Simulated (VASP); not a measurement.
GaN:

```
Ga N
1.0
     3.18000    0.00000    0.00000
    -1.59000    2.75396    0.00000
     0.00000    0.00000    5.16600
Ga N
2 2
Direct
  0.66667 0.33333 0.50000
  0.33333 0.66667 0.00000
  0.66667 0.33333 0.87500
  0.33333 0.66667 0.37500
```

```yaml
Program: VASP 6.6.1
Task: relaxation of cell and atoms
Functional: PBE
Dispersion: TS
Potentials_or_basis: VASP PAW PBE potentials, release 64 (Ga_d, N)
Cutoff: 600 eV
k_mesh: 10 × 10 × 5
Occupations: fermi-dirac, width 0.05 eV
Spin: no spin polarisation
```

At the start: pressure 3.1 GPa; volume 11.31 Å³/atom.

Q: How do energy, volume and symmetry change on relaxing?

A: Over 9 steps the energy falls by 2.4 meV/atom and the volume is 11.50 Å³/atom (+1.7 %); space group P6_3mc (No. 186, to 0.05 Å).

Step by step:
```
step  energy change (eV)  largest force (eV/Å)  pressure (GPa)  volume (Å³)
   1              0.0000                0.1630            3.12        45.24
   2             -0.0026                0.0809           -2.73        46.70
   3             -0.0093                0.0205           -0.08        46.02
   4             -0.0093                0.0234            0.10        46.01
   5             -0.0094                0.0177           -0.06        46.01
   6             -0.0094                0.0148           -0.08        46.02
   7             -0.0094                0.0082            0.12        45.98
   8             -0.0094                0.0041           -0.14        46.00
   9             -0.0094                0.0015            0.05        45.99
```

Final structure:
```cif
data_structure
_symmetry_space_group_name_H-M 'P 1'
_symmetry_Int_Tables_number 1
_cell_length_a 3.1964
_cell_length_b 3.1964
_cell_length_c 5.1980
_cell_angle_alpha 90.000
_cell_angle_beta 90.000
_cell_angle_gamma 120.000
_cell_volume 45.99
loop_
_atom_site_label
_atom_site_type_symbol
_atom_site_fract_x
_atom_site_fract_y
_atom_site_fract_z
_atom_site_occupancy
Ga1 Ga 0.66667 0.33333 0.49881 1
Ga2 Ga 0.33333 0.66667 0.99881 1
N1 N 0.66667 0.33333 0.87619 1
N2 N 0.33333 0.66667 0.37619 1
```
